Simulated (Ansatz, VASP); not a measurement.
## CdS (Greenockite): VASP beside Ansatz

One calculation is typed for both programs; each brings its own data sets and cutoff. How far apart do they land?

Main program and level: Ansatz 0.2.0; plane waves, with VASP 6.6.1 beside it; relaxation of cell and atoms at r2SCAN with rVV10.

The database entry behind the starting cell differs from later determinations by our own check (about 0.35 % long), so it need not match the best structure at ambient conditions.

## (1) The starting structure

The structure is hexagonal, space group P6_3mc (No. 186). The conventional cell has a = 4.150 Å, b = 4.150 Å, c = 6.737 Å, α = 90.00°, β = 90.00°, γ = 120.00°. Cd has 4 S at 2.53 to 2.54 Å nearest. Nearest to S lie 4 Cd at 2.53 to 2.54 Å. Farther neighbours and most contacts between anions are not listed.

Structure file:

```cif
data_structure
_symmetry_space_group_name_H-M 'P 1'
_symmetry_Int_Tables_number 1
_cell_length_a 4.1500
_cell_length_b 4.1500
_cell_length_c 6.7370
_cell_angle_alpha 90.000
_cell_angle_beta 90.000
_cell_angle_gamma 120.000
_cell_volume 100.48
loop_
_atom_site_label
_atom_site_type_symbol
_atom_site_fract_x
_atom_site_fract_y
_atom_site_fract_z
_atom_site_occupancy
Cd1 Cd 0.33333 0.66667 0.00000 1
Cd2 Cd 0.66667 0.33333 0.50000 1
S3 S 0.33333 0.66667 0.37500 1
S4 S 0.66667 0.33333 0.87500 1
```

## (2) VASP: relaxation of cell and atoms, r2SCAN with rVV10

The relaxed volume is the usual yardstick between codes: its relative difference is about their pressure difference at one cell divided by the bulk modulus.

Lines of VASP's logs that name or quote its potential files are left out, and so is its time.

The input, INCAR:

```
SYSTEM = CdS
PREC = Accurate
ENCUT = 520
EDIFF = 1E-06
NELM = 100
ISMEAR = -1
SIGMA = 0.05
LREAL = .FALSE.
ALGO = Normal
METAGGA = R2SCAN
LUSE_VDW = .TRUE.
IVDW_NL = 2
BPARAM = 11.95
CPARAM = 0.0093
LASPH = .TRUE.
NBANDS = 24
LORBIT = 11
LWAVE = .FALSE.
LCHARG = .FALSE.
KPAR = 4
IBRION = 2
NSW = 60
ISIF = 3
EDIFFG = -0.01
```

The input, POSCAR:

```
CdS
1.0
    4.1500000000      0.0000000000      0.0000000000
   -2.0750000000      3.5940054257      0.0000000000
    0.0000000000      0.0000000000      6.7370000000
Cd S
2 2
Direct
    0.3333333333      0.6666666667      0.0000000000
    0.6666666667      0.3333333333      0.5000000000
    0.3333333333      0.6666666667      0.3750000000
    0.6666666667      0.3333333333      0.8750000000
```

The input, KPOINTS:

```
Automatic mesh
0
Gamma
7 7 4
0 0 0
```

The projector-augmented-wave data sets are Cd and S (PBE family, release 64).

Launch:

```
$ mpirun -np 4 vasp_std
```

Numbers of over 12 decimals in the logs are rounded to 6 here.

Log:

```text
[banner, memory and clock lines left out]
running    4 mpi-ranks, on    1 nodes
 distrk:  each k-point on    1 cores,    4 groups
 distr:  one band on    1 cores,    1 groups

 POSCAR found type information on POSCAR CdS
 POSCAR found :  2 types and       4 ions
|                                                                             |
|               ----> ADVICE to this user running VASP <----                  |
|                                                                             |
|     You have switched on vdW-DFT.                                           |
|     This routine was written and supplied by Jiri Klimes. We recommend      |
|     that you carefully read and cite the following publications:            |
|       J. Klimes, D.R. Bowler, A. Michelides                                 |
|          J. Phys.: Cond Matt. 22 022201 (2010)                              |
|       J. Klimes, D.R. Bowler, A. Michelides                                 |
|          Phys. Rev. B. 83, 195131 (2011)                                    |
|     and references therein.                                                 |
|                                                                             |

|                                                                             |
|               ----> ADVICE to this user running VASP <----                  |
|                                                                             |
|     You enforced a specific xc type in the INCAR file but a different       |
|     [... a line on the potential file left out ...]
|     I HOPE YOU KNOW WHAT YOU ARE DOING!                                     |
|                                                                             |

 LDA part: xc-table for (None), standard interpolation
 POSCAR, INCAR and KPOINTS ok, starting setup
 FFT: planning ... GRIDC
 FFT: planning ... GRID_SOFT
 FFT: planning ... GRID
 WAVECAR not read
 entering main loop
       N       E                     dE             d eps       ncg     rms          rms(c)
Total rVV10 correction in eV:      1.0873168    42.4156153
Total rVV10 correction in eV:      1.0873168    42.4156153
Total rVV10 correction in eV:      1.0873168    42.4156153
Total rVV10 correction in eV:      1.0873168    42.4156153
DAV:   1     0.199862351202E+03    0.19986E+03   -0.18105E+04  1152   0.141E+03
DAV:   2    -0.557186454034E+02   -0.25558E+03   -0.24790E+03  1352   0.343E+02
DAV:   3    -0.684924845846E+02   -0.12774E+02   -0.12732E+02  1448   0.792E+01
DAV:   4    -0.686073335459E+02   -0.11485E+00   -0.11483E+00  1344   0.746E+00
DAV:   5    -0.686093374312E+02   -0.20039E-02   -0.20038E-02  1472   0.926E-01    0.108E+01
Total rVV10 correction in eV:      1.0999879    42.4156150
Total rVV10 correction in eV:      1.0999879    42.4156150
Total rVV10 correction in eV:      1.0999879    42.4156150
Total rVV10 correction in eV:      1.0999879    42.4156150
DAV:   6    -0.582538237192E+02    0.10356E+02   -0.75997E+00  1152   0.354E+01    0.125E+01
Total rVV10 correction in eV:      1.1066921    42.4156149
Total rVV10 correction in eV:      1.1066921    42.4156149
Total rVV10 correction in eV:      1.1066921    42.4156149
Total rVV10 correction in eV:      1.1066921    42.4156149
DAV:   7    -0.582168121577E+02    0.37012E-01   -0.70238E-01  1328   0.704E+00    0.937E+00
Total rVV10 correction in eV:      1.1215280    42.4156149
Total rVV10 correction in eV:      1.1215280    42.4156149
Total rVV10 correction in eV:      1.1215280    42.4156149
Total rVV10 correction in eV:      1.1215280    42.4156149
DAV:   8    -0.582425817383E+02   -0.25770E-01   -0.22216E-01  1224   0.525E+00    0.192E+00
Total rVV10 correction in eV:      1.1289524    42.4156149
Total rVV10 correction in eV:      1.1289524    42.4156149
Total rVV10 correction in eV:      1.1289524    42.4156149
Total rVV10 correction in eV:      1.1289524    42.4156149
DAV:   9    -0.582453652343E+02   -0.27835E-02   -0.39750E-02  1408   0.141E+00    0.371E-01
Total rVV10 correction in eV:      1.1288432    42.4156149
Total rVV10 correction in eV:      1.1288432    42.4156149
Total rVV10 correction in eV:      1.1288432    42.4156149
Total rVV10 correction in eV:      1.1288432    42.4156149
DAV:  10    -0.582450783001E+02    0.28693E-03   -0.34060E-03  1280   0.471E-01    0.198E-01
Total rVV10 correction in eV:      1.1285918    42.4156149
Total rVV10 correction in eV:      1.1285918    42.4156149
Total rVV10 correction in eV:      1.1285918    42.4156149
Total rVV10 correction in eV:      1.1285918    42.4156149
DAV:  11    -0.582451463624E+02   -0.68062E-04   -0.19611E-03  1240   0.435E-01    0.119E-01
Total rVV10 correction in eV:      1.1287272    42.4156149
Total rVV10 correction in eV:      1.1287272    42.4156149
Total rVV10 correction in eV:      1.1287272    42.4156149
Total rVV10 correction in eV:      1.1287272    42.4156149
DAV:  12    -0.582451758875E+02   -0.29525E-04   -0.13209E-04  1432   0.149E-01    0.558E-02
Total rVV10 correction in eV:      1.1289778    42.4156149
Total rVV10 correction in eV:      1.1289778    42.4156149
Total rVV10 correction in eV:      1.1289778    42.4156149
Total rVV10 correction in eV:      1.1289778    42.4156149
DAV:  13    -0.582451842077E+02   -0.83202E-05   -0.75788E-05  1328   0.606E-02    0.216E-02
Total rVV10 correction in eV:      1.1289657    42.4156149
Total rVV10 correction in eV:      1.1289657    42.4156149
Total rVV10 correction in eV:      1.1289657    42.4156149
Total rVV10 correction in eV:      1.1289657    42.4156149
DAV:  14    -0.582451836158E+02    0.59187E-06   -0.67007E-06  1416   0.307E-02
Total rVV10 correction in eV:      1.1289524    42.4156149
Total rVV10 correction in eV:      1.1289524    42.4156149
Total rVV10 correction in eV:      1.1289524    42.4156149
Total rVV10 correction in eV:      1.1289524    42.4156149
Total rVV10 correction in eV:      1.1289650    42.4156149
Total rVV10 correction in eV:      1.1289650    42.4156149
Total rVV10 correction in eV:      1.1289650    42.4156149
Total rVV10 correction in eV:      1.1289650    42.4156149
   1 F= -.58245184E+02 E0= -.58245184E+02  d E =-.582452E+02
[...]
2 F= -.58246262E+02 E0= -.58246262E+02  d E =-.107881E-02
[...]
3 F= -.58246329E+02 E0= -.58246329E+02  d E =-.114501E-02
 curvature:  -0.41 expect dE=-0.206E-04 dE for cont linesearch -0.418E-08
 trial: gam= 0.01938 g(F)=  0.278E-04 g(S)=  0.229E-04 ort =-0.547E-05 (trialstep = 0.961E+00)
 search vector abs. value=  0.517E-04
 bond charge predicted
       N       E                     dE             d eps       ncg     rms          rms(c)
Total rVV10 correction in eV:      1.1309242    42.4156148
Total rVV10 correction in eV:      1.1309242    42.4156148
Total rVV10 correction in eV:      1.1309242    42.4156148
Total rVV10 correction in eV:      1.1309242    42.4156148
DAV:   1    -0.582465013151E+02   -0.17332E-03   -0.12738E-02  1168   0.873E-01    0.104E-01
Total rVV10 correction in eV:      1.1306672    42.4156148
Total rVV10 correction in eV:      1.1306672    42.4156148
Total rVV10 correction in eV:      1.1306672    42.4156148
Total rVV10 correction in eV:      1.1306672    42.4156148
DAV:   2    -0.582463728364E+02    0.12848E-03   -0.59901E-04  1344   0.263E-01    0.382E-02
Total rVV10 correction in eV:      1.1305847    42.4156148
Total rVV10 correction in eV:      1.1305847    42.4156148
Total rVV10 correction in eV:      1.1305847    42.4156148
Total rVV10 correction in eV:      1.1305847    42.4156148
DAV:   3    -0.582463618924E+02    0.10944E-04   -0.38605E-05  1280   0.573E-02    0.328E-02
Total rVV10 correction in eV:      1.1305424    42.4156148
Total rVV10 correction in eV:      1.1305424    42.4156148
Total rVV10 correction in eV:      1.1305424    42.4156148
Total rVV10 correction in eV:      1.1305424    42.4156148
DAV:   4    -0.582463617955E+02    0.96909E-07   -0.47316E-06  1232   0.143E-02
Total rVV10 correction in eV:      1.1305236    42.4156148
Total rVV10 correction in eV:      1.1305236    42.4156148
Total rVV10 correction in eV:      1.1305236    42.4156148
Total rVV10 correction in eV:      1.1305236    42.4156148
Total rVV10 correction in eV:      1.1305332    42.4156148
Total rVV10 correction in eV:      1.1305332    42.4156148
Total rVV10 correction in eV:      1.1305332    42.4156148
Total rVV10 correction in eV:      1.1305332    42.4156148
   4 F= -.58246362E+02 E0= -.58246362E+02  d E =-.331666E-04
 trial-energy change:   -0.000033  1 .order   -0.000037   -0.000049   -0.000026
 step:   2.0377(harm=  2.0377)  dis= 0.00132  next Energy=   -58.246380 (dE=-0.516E-04)
 reached required accuracy - stopping structural energy minimisation
```

OUTCAR, selected parts (step 2):

```text
ion  position               nearest neighbor table
   1  0.333  0.667  0.000-   3 2.53   4 2.54   4 2.54   4 2.54
   2  0.667  0.333  0.500-   4 2.53   3 2.54   3 2.54   3 2.54
   3  0.333  0.667  0.375-   1 2.53   2 2.54   2 2.54   2 2.54
   4  0.667  0.333  0.875-   2 2.53   1 2.54   1 2.54   1 2.54

  LATTYP: Found a hexagonal cell.
 ALAT       =     4.1500000000
 C/A-ratio  =     1.6233734940

 Subroutine GETGRP returns: Found 12 space group operations
 (whereof  6 operations were pure point group operations)

The static configuration has the point symmetry C_3v.
 The point group associated with its full space group is C_6v.

 Found     24 irreducible k-points:

   k-points           NKPTS =     24   k-points in BZ     NKDIM =     24   number of bands    NBANDS=     24

   dimension x,y,z NGX =    32 NGY =   32 NGZ =   50
   dimension x,y,z NGXF=    64 NGYF=   64 NGZF=  100

   ENCUT  =  520.0 eV  38.22 Ry    6.18 a.u.   7.72  7.72 12.53*2*pi/ulx,y,z

   NELECT =      36.0000    total number of electrons

 k-points in reciprocal lattice and weights: Automatic mesh
   0.00000000  0.00000000  0.00000000       0.005
   0.14285714 -0.00000000  0.00000000       0.031
   0.28571429 -0.00000000  0.00000000       0.031
   0.42857143 -0.00000000  0.00000000       0.031
   0.14285714  0.14285714  0.00000000       0.031
   0.28571429  0.14285714  0.00000000       0.061
   0.42857143  0.14285714  0.00000000       0.031
   0.28571429  0.28571429  0.00000000       0.031
   0.00000000  0.00000000  0.25000000       0.010
[...]
0.42857143  0.14285714  0.50000000       0.031
   0.28571429  0.28571429  0.50000000       0.031

 average (electrostatic) potential at core
       1 -44.9061       2 -44.9061       3 -92.3104       4 -92.3104

 E-fermi :   1.7234

 k-point     1 :       0.0000    0.0000    0.0000
  band No.  band energies     occupation
    ...
     14       0.1470      2.00000
     15       0.1470      2.00000
     16       0.8523      2.00000
     17       0.9030      2.00000
     18       0.9030      2.00000
     19       2.4846      0.00000
     20       4.1175      0.00000
     21       7.8726      0.00000
     22       7.8726      0.00000
     23       8.1725      0.00000
    ...

 k-point     2 :       0.1429   -0.0000    0.0000
  band No.  band energies     occupation
    ...
     14      -0.6094      2.00000
     15      -0.0972      2.00000
     16      -0.0367      2.00000
     17       0.7060      2.00000
     18       0.7617      2.00000
     19       3.3926      0.00000
     20       4.8202      0.00000
     21       7.1886      0.00000
     22       8.1752      0.00000
     23       8.2727      0.00000
    ...

 k-point     3 :       0.2857   -0.0000    0.0000
  band No.  band energies     occupation
    ...
     14      -1.8088      2.00000
     15      -1.3034      2.00000
     16      -0.5823      2.00000
     17       0.2696      2.00000
     18       0.4397      2.00000
     19       4.4909      0.00000
     20       5.3287      0.00000
     21       6.6697      0.00000
     22       7.5567      0.00000
     23       8.4720      0.00000
    ...

  Total        0.0054888      0.0054888     -0.0320857      0.0000000      0.0000000      0.0000000
  in kB        0.0872393      0.0872393     -0.5099759      0.0000000      0.0000000      0.0000000
  external PRESSURE =      -0.1118324 kB  Pullay stress =       0.0000000 kB

  energy-cutoff  :      520.00
  volume of cell :      100.80
      direct lattice vectors                 reciprocal lattice vectors
     4.149276705  0.000000000  0.000000000     0.241005860  0.139144798 -0.000000000
    -2.074638353  3.593379034 -0.000000000     0.000000000  0.278289596 -0.000000000
    -0.000000000  0.000000000  6.760775335    -0.000000000  0.000000000  0.147912029

 POSITION                                       TOTAL-FORCE (eV/Angst)
 -----------------------------------------------------------------------------------
     -0.00000      2.39559      6.75736         0.000000     -0.000000     -0.007105
      2.07464      1.19779      3.37697         0.000000     -0.000000     -0.007105
     -0.00000      2.39559      2.53871        -0.000000      0.000000      0.007105
      2.07464      1.19779      5.91909        -0.000000      0.000000      0.007105
 -----------------------------------------------------------------------------------
    total drift:                               -0.000000     -0.000000     -0.007817

  FREE ENERGIE OF THE ION-ELECTRON SYSTEM (eV)
  ---------------------------------------------------
  free  energy   TOTEN  =       -58.2463617955 eV

  energy  without entropy=      -58.2463617912  energy(sigma->0) =      -58.24636179

 reached required accuracy - stopping structural energy minimisation

 total charge
# of ion       s       p       d       tot
------------------------------------------
    1        0.401   0.311   9.579  10.292
    2        0.401   0.311   9.579  10.292
    3        1.311   2.422   0.000   3.732
    4        1.311   2.422   0.000   3.732
--------------------------------------------------
tot          3.423   5.466  19.159  28.048

[... 3 further parts left out ...]
```

(Continued in part 2 of 2.)

[Lines on the potential files, build, host, timing and source positions are cut from VASP's logs without a mark.]

[Logs are printed without paths, hosts, clocks, repeated set-up lines and the standing remarks that a program may print on its own settings, such as how far it seeks lower states.]

[Hosts, paths, dates, database ids (printed as entryN), source tags and the programs' standing remarks are cut or masked in the printed files.]
